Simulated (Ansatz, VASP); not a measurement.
# Two plane-wave programs on P

```xyz
1
Lattice="4.2729 -0.1068 0.0000 -0.1068 4.2729 0.0000 0.0000 0.0000 4.3780" Properties=species:S:1:pos:R:3 pbc="T T T"
P     0.0000    0.0000    0.0000
```

Change from the starting cell: strain -0.0500 x Voigt [0, 0, 0, 0, 0, 1], atoms carried along.

Alike in both runs: task single point; functional PBEsol; k mesh 12 × 12 × 12; occupations gaussian, width 0.15 eV; no spin polarisation.

|  | VASP | Ansatz |
| --- | --- | --- |
| version | VASP 6.6.1 | Ansatz 0.2.0 |
| potentials or method | VASP PAW PBE potentials, release 64 (P) | scalar-relativistic, plane waves, PAW |
| plane-wave cutoff (eV) | 520 | 420 |
| valence electrons in the cell | 5 | 5 |

Ansatz gave:

- gap on the k mesh at the Fermi level (eV): none
- pressure (GPa): -3.8
- largest component of the traceless stress (GPa): 0.27

Question: Estimate VASP's values.

Answer: gap on the k mesh at the Fermi level (eV): none; pressure (GPa): -3.9; largest component of the traceless stress (GPa): 0.27.

A gap of «none» marks a metal or a gap that the smearing closes. With one functional, cell and mesh, what is left measures potentials, basis and numerics.

Caveats: the PAW data sets were made with another functional, which shifts forces and pressure a little (VASP).
